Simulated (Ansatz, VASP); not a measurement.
## AgCl in VASP and in Ansatz

POSCAR

```
AgCl
1.0
    0.0000000000      2.8843884835      2.6587048966
    2.8843884835      0.0000000000      2.6587048966
    2.8843884835      2.8843884835      0.0000000000
Ag Cl
1 1
Direct
    0.0000000000      0.0000000000      0.0000000000
    0.5000000000      0.5000000000      0.5000000000
```

INCAR.step1

```
PREC = Accurate ; ENCUT = 520
ISMEAR = 0 ; SIGMA = 0.01
LREAL = F ; LASPH = T
NELM = 60 ; NBANDS = 16
GGA = PE ; ALGO = Normal
EDIFF = 1E-4 ; LWAVE = T
LCHARG = F
```

File INCAR.step2:

```
PREC = Accurate ; ENCUT = 520
EDIFF = 1E-6 ; ISMEAR = 0
SIGMA = 0.01 ; LREAL = F
LASPH = T ; NELM = 60
ALGO = Normal ; ISIF = 2
LWAVE = F ; LCHARG = F
METAGGA = R2SCAN ; LMIXTAU = T
NBANDS = 16 ; ISTART = 1
```

The input KPOINTS:

```
Automatic mesh
0
Gamma
  8 8 8
```

Input for Ansatz:

```yaml
crystal:
  lattice:
    - [0.0, 2.8843884835, 2.6587048966]
    - [2.8843884835, 0.0, 2.6587048966]
    - [2.8843884835, 2.8843884835, 0.0]
  atoms:
    - { symbol: Ag, position: [0.0, 0.0, 0.0] }
    - { symbol: Cl, position: [0.5, 0.5, 0.5] }
kpoints:
  mp_grid: { grid: [8, 8, 8] }
  band_path:
    path:
      - [0.0, 0.0, 0.0]
      - [0.5, 0.0, 0.5]
      - [0.625, 0.25, 0.625]
      - [0.375, 0.375, 0.75]
      - [0.5, 0.5, 0.5]
      - [0.5, 0.25, 0.75]
      - [0.0375, 0.0375, 0.075]
    npoints: 1
hamiltonian:
  xc: r2scan
scf:
  occupations: { method: fixed }
  n_extra_bands: 4
output:
  forces: true
  stress: true
  eigenvalues: true
```

Change from the starting cell: epitaxial_xy strain +4.0%.

Alike in both runs: task single point; functional r2SCAN; k mesh 8 × 8 × 8; no spin polarisation.

|  | VASP | Ansatz |
| --- | --- | --- |
| version | VASP 6.6.1 | Ansatz 0.2.0 |
| potentials or method | VASP PAW PBE potentials, release 64 (Ag, Cl) | plane waves, PAW |
| plane-wave cutoff (eV) | 520 | 500 |
| occupations | gaussian, width 0.01 eV | fixed |
| valence electrons in the cell | 18 | 26 |

Ansatz gave:

- gap on the k mesh at the Fermi level (eV): 1.29
- pressure (GPa): -1.1
- largest component of the traceless stress (GPa): 1.16

Q: Which values does VASP return?

A: gap on the k mesh at the Fermi level (eV): 1.24; pressure (GPa): -1.2; largest component of the traceless stress (GPa): 1.12.

The two sets of potentials don't hold the same shells in valence.

Caveats: the PAW data sets were made with another functional, which shifts forces and pressure a little (VASP). A k mesh can miss the band edges.
